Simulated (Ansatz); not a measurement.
Nb:

```
Nb
1.0
    -1.66395    1.66395    1.66395
     1.66395   -1.66395    1.66395
     1.66395    1.66395   -1.66395
Nb
1
Direct
  0.00000 0.00000 0.00000
```

- Program: Ansatz 0.2.0
- Task: relaxation of cell and atoms
- Functional: PBEsol
- Potentials or basis: all-electron LAPW, scalar-relativistic
- Basis error allowed: 0.001 eV/atom
- k mesh: 11 × 11 × 11
- Occupations: fermi-dirac, width 0.05 eV
- Spin: no spin polarisation

At the start: volume 18.43 Å³/atom.

Question: How do energy, volume and symmetry change on relaxing?

Answer: Over 4 steps the energy falls by 21.0 meV/atom and the volume is 17.59 Å³/atom (-4.6 %); space group Im-3m (No. 229, to 0.05 Å).

Step by step:
| step | energy change (eV) | largest force (eV/Å) | volume (Å³) |
| --- | --- | --- | --- |
| 1 | 0.0000 | 0.0000 | 18.43 |
| 2 | -0.0208 | 0.0000 | 17.67 |
| 3 | -0.0210 | 0.0000 | 17.59 |
| 4 | -0.0210 | 0.0000 | 17.59 |

Final structure:
```cif
data_structure
_symmetry_space_group_name_H-M 'P 1'
_symmetry_Int_Tables_number 1
_cell_length_a 2.8375
_cell_length_b 2.8375
_cell_length_c 2.8375
_cell_angle_alpha 109.471
_cell_angle_beta 109.471
_cell_angle_gamma 109.471
_cell_volume 17.59
loop_
_atom_site_label
_atom_site_type_symbol
_atom_site_fract_x
_atom_site_fract_y
_atom_site_fract_z
_atom_site_occupancy
Nb1 Nb 0.00000 0.00000 0.00000 1
```
